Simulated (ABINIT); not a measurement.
MnO: optical spectrum with PBEsol

Crystal: MnO.

```xyz
2
Lattice="0.0000 2.2239 2.2239 2.2239 0.0000 2.2239 2.2239 2.2239 0.0000" Properties=species:S:1:pos:R:3 pbc="T T T"
Mn    0.0000    0.0000    0.0000
O     2.2239    2.2239    2.2239
```

The cell is a database's computed one.

| Quantity | Value |
| --- | --- |
| Program | ABINIT 10.8.3 (patched build) |
| Task | optical spectrum |
| Functional | PBEsol |
| Potentials or basis | PseudoDojo NC SR PBEsol v0.4.1 standard |
| Cutoff | 1143 eV |
| k mesh | 6 × 6 × 6, with 4 shifts |
| Occupations | fermi-dirac, width 0.05 eV |
| Spin | collinear spin, ferromagnetic start |
| Starting moments | [4.0, 0.0] μB |
| Bands in the sums | 16 |
| Broadening (eV) | 0.05 |
| Scissor shift (eV) | 0 |
| Tensor components | [11] |

- Pressure: -8.2 GPa
- Net moment: 4.81 μB per cell
- Site moments: Mn +4.15; O +0.25 μB

Dielectric function (mean over the directions given):
```
energy (eV)  real part  imaginary part
       0.33      -6.96            4.35
       0.98       3.65            0.27
       1.63       5.29            0.11
       2.29       6.33            0.90
       2.94       5.97            2.04
       3.70       4.32            1.77
       4.35       4.79            4.64
       5.01       4.38            5.24
       5.66       5.48            6.01
       6.31       4.06            6.46
       7.08       1.66            4.87
       7.73      -0.26            4.07
       8.38       1.21            3.02
       9.03       0.76            1.99
       9.69       2.61            2.08
      10.45      -0.28            3.09
      11.10       0.97            2.67
      11.76       0.29            2.47
      12.41       0.28            2.28
      13.06       0.40            1.39
      13.82       0.93            2.24
      14.48       1.22            2.76
      15.13       0.17            2.79
      15.78      -0.54            2.19
      16.44      -0.90            2.06
      17.20      -0.15            0.86
      17.85       0.14            0.66
      18.50       0.13            1.86
      19.16      -0.26            0.89
      19.92      -0.03            0.95
```

Wall time 3 min on 1 thread of Arm Neoverse V1, on a shared host, peak memory 1.2 GiB.

Caveat: the intraband (Drude) term is left out; spectra need much finer meshes, so this one isn't converged; independent-particle spectra lack excitons; a cell with one magnetic atom can't hold antiferromagnetic order, which such compounds often take.
